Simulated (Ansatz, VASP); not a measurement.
## MgS in VASP and in Ansatz

```
Mg S
1.0
     2.56996    2.56996    0.00000
    -2.56996    2.56996    0.00000
     0.00000    2.56996    2.56996
Mg S
1 1
Direct
  0.00000 0.00000 0.00000
  0.50000 0.50000 0.00000
```

Alike in both runs: functional PBEsol; k mesh 8 × 8 × 8; no spin polarisation.

Ansatz relaxed the structure, and its values are those at the end. VASP's run is a single point on that final structure, the one shown.

```csv
,VASP,Ansatz
version,VASP 6.6.1,Ansatz 0.2.0
potentials or method,"VASP PAW PBE potentials, release 64 (Mg, S)","PAW with Ansatz's default frozen-core files, scalar-relativistic"
plane-wave cutoff (eV),520,420
occupations,"gaussian, width 0.01 eV",fixed
valence electrons in the cell,8,16
```

|  | VASP | Ansatz | Ansatz less VASP |
| --- | --- | --- | --- |
| gap on the k mesh at the Fermi level (eV) | 2.78 | 2.77 | -0.005 |
| pressure (GPa) | 1.8 | 2.0 | +0.19 |

The two sets of potentials don't hold the same shells in valence.

Caveats: the PAW data sets were made with another functional, which shifts forces and pressure a little (VASP). A k mesh can miss the band edges.
